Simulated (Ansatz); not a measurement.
N under changes of volume

One of the cells (26.341 Å³/atom); the others are scaled copies at fixed shape and fractional positions:

```
N
1.0
     4.16723    0.00000    0.00000
    -2.08362    3.60893    0.00000
     0.00000    0.00000    7.00600
N
4
Cartesian
  2.0836 1.2030 4.7015
  2.0836 1.2030 5.8075
  0.0000 2.4060 1.1985
  0.0000 2.4060 2.3045
```

```yaml
Program: Ansatz 0.2.0
Functional: PBE
Potentials_or_basis: Ansatz PAW
Cutoff: "420 eV (not typed: the program's choice for these potentials)"
k_mesh: 7 × 7 × 4
Occupations: fermi-dirac, width 0.05 eV
Spin: no spin polarisation
```

```tsv
volume (Å³/atom)	energy over the lowest point (meV/atom)	pressure (GPa)	gap on the mesh (eV)	largest force (eV/Å)
24.761	15.70	3.7	7.22	2.797
25.288	6.02	2.2	7.17	1.610
25.814	0.93	0.9	7.13	0.500
26.341	0.00	-0.3	7.08	0.538
26.868	?	?	?	?
27.395	9.29	-2.4	6.99	2.420
27.922	18.86	-3.4	6.94	3.274
```

Question: What does the run at 26.868 Å³/atom give?

Answer: Energy over the lowest point 3.00 meV/atom; pressure -1.4 GPa; gap on the mesh 7.03 eV; largest force 1.510 eV/Å.

Worked out: A Birch-Murnaghan fit of order 3 (a polynomial in V^(-2/3)) to the other rows has its minimum at 26.20 Å³/atom with B0 = V·E''(V) = 59 GPa and B' = 3.5 at fixed shape and positions, which overstates the stiffness. It gives 2.90 meV/atom at 26.868 Å³/atom, against the run's 3.00, and -dE/dV = -1.4 GPa, against -1.4. A straight line through the other rows of the gap, of slope -2.31 eV per unit of ln V, gives 7.03 eV, against the run's 7.03.

Energies are extrapolated to zero smearing.

Caveats: odd divisions of the mesh miss points on the zone boundary, where band edges often lie, so the gap on the mesh can be too wide; forces of over 1 eV/Å show positions far from the minimum, so gaps and moduli don't describe the material at rest (some runs).

A mesh can miss the band edges.
